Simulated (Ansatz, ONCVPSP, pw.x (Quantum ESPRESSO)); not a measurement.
# C (Z = 6): does the ONCV potential hold in the solid?

* Element: carbon (C)
* Generator: ONCVPSP 4.0.1.1 (patched build)
* Type: optimised norm-conserving Vanderbilt (ONCV)
* Functional: PBE
* Relativity: scalar-relativistic
* Frozen core: [He]
* Valence charge: 4
* Reference configuration: 2s1.5 2p2.5
* Partial waves: 2s: rc 1.05 bohr, ncon 5, nbas 9, qcut 7.7 1/bohr, 2 projectors, debl 3.3 Ha; 2p: rc 3.15 bohr, ncon 4, nbas 7, qcut 3.7 1/bohr, 2 projectors, debl 2.4 Ha; d scattering state at 0.37 Ha: rc 2.80 bohr, ncon 4, nbas 9, qcut 4.1 1/bohr, 2 projectors, debl 4.55 Ha
* Local potential: polynomial inside 0.95 bohr (lpopt 5, dvloc0 3 Ha)
* Core correction: Teter function fitted to the true core (icmod 2), fcfact 0.5

Crystal test: bcc C in pw.x 7.5, no spin, 18³ k-points, Fermi–Dirac smearing 0.01 Ry, cutoffs 65/260 Ry. The reference is all-electron LAPW (Ansatz 0.2.0) with the same functional, mesh and smearing; V0 and B0 come from Birch–Murnaghan fits to the pressures at five volumes. Errors are pseudo minus all-electron; Δ is the rms difference of the E(V) curves that follow from these fits, minima aligned, over ±6 % about the mean V0. Mesh and smearing are coarse, so the numbers serve the comparison and aren't converged zero-temperature values; the lattice is a test structure that the element need not adopt.

All-electron: a0 = 2.375 Å (V0 = 6.70 Å³/atom), B0 = 182.8 GPa.

**Question.** How far does the potential miss the all-electron equation of state?

**Answer.** mean pressure error (GPa): -21.29. The pressure does not cross zero within the volumes sampled, so no fit is given. The largest radius (3.15 bohr) exceeds half the bond length (1.93 bohr), so the spheres overlap, which is one possible source of error among others. This is a poor potential for the solid. The pseudo pressure rises with volume over the whole range, a mechanical instability.

```
V (Å³/atom)  P all-electron (GPa)  P pseudo (GPa)
      6.226                 15.56          -21.32
      6.390                  9.46          -18.39
      6.554                  4.10          -16.04
      6.718                 -0.60          -14.18
      6.882                 -4.71          -12.69
```

**Question.** At the middle volume, how do free energy and pressure move when the wave cutoff is lowered (ecutrho kept at four times it)?

**Answer.**

| cutoff (Ry) | shift of F (meV/atom) | shift of P (GPa) |
| --- | --- | --- |
| 29 | +338.8 | -21.83 |
| 39 | +73.9 | -8.01 |
| 52 | +4.4 | -0.82 |

The run at the middle volume (195 k-points, 5 iterations) took about 7.4 s on one core of a shared host (Neoverse-N1, 64 threads, 124 GiB, load 58).
